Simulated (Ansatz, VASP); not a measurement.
Tl: VASP beside Ansatz

```xyz
1
Lattice="0.0000 2.3430 2.3430 2.3430 0.0000 2.3430 2.3430 2.3430 0.0000" Properties=species:S:1:pos:R:3 pbc="T T T"
Tl    0.0000    0.0000    0.0000
```

Change from the starting cell: strain -0.050 along x and y, -0.050 along z, atoms carried along.

Alike in both runs: task single point; functional LDA; k mesh 16 × 16 × 16; occupations gaussian, width 0.15 eV; no spin polarisation.

|  | VASP | Ansatz |
| --- | --- | --- |
| version | VASP 6.6.1 | Ansatz 0.2.0 |
| potentials or method | VASP PAW LDA potentials, release 64 (Tl_d) | scalar-relativistic, plane waves, PAW |
| plane-wave cutoff (eV) | 520 | 420 |
| valence electrons in the cell | 13 | 13 |

```csv
,VASP,Ansatz,Ansatz less VASP
gap on the k mesh at the Fermi level (eV),none,none,-
pressure (GPa),2.6,2.5,-0.11
```

A gap of «none» marks a metal or a gap that the smearing closes.

The runs have no spin-orbit coupling, so splittings on Tl are missing.
